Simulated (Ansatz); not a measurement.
## Bi in Ansatz: the effect of functional

Crystal: Bi.

```
Bi
1.0
     3.19461    0.00000    0.00000
     0.00000    3.17810    0.00000
    -0.07937    0.00000    6.35680
Bi
2
Direct
  0.54425 0.00000 0.74958
  0.45575 0.00000 0.25042
```

This isn't the form of Bi at room conditions, which is rhombohedral.

The cell isn't the ideal one: volume scaled by 0.96.

Alike in all runs:

* Program: Ansatz 0.2.0
* Task: single point
* Potentials or basis: Ansatz PAW
* k mesh: 8 × 8 × 4
* Occupations: fermi-dirac, width 0.05 eV
* Spin: no spin polarisation

| functional | cutoff | pressure (GPa) | largest force (eV/Å) |
| --- | --- | --- | --- |
| LDA | 420 eV (not typed: the program's choice for these potentials) | 0.5 | 0.01 |
| PBEsol | 420 eV (not typed: the program's choice for these potentials) | ? | ? |
| r2SCAN | 500 eV (not typed: the program's choice for these potentials) | 3.7 | 0.02 |

Q: What does the run with functional PBEsol give?

A: Pressure 1.9 GPa; largest force 0.02 eV/Å.

Caveats: the PAW data sets come from PBE, with cores solved anew for the run's functional, which leaves a small shift of forces and pressure.
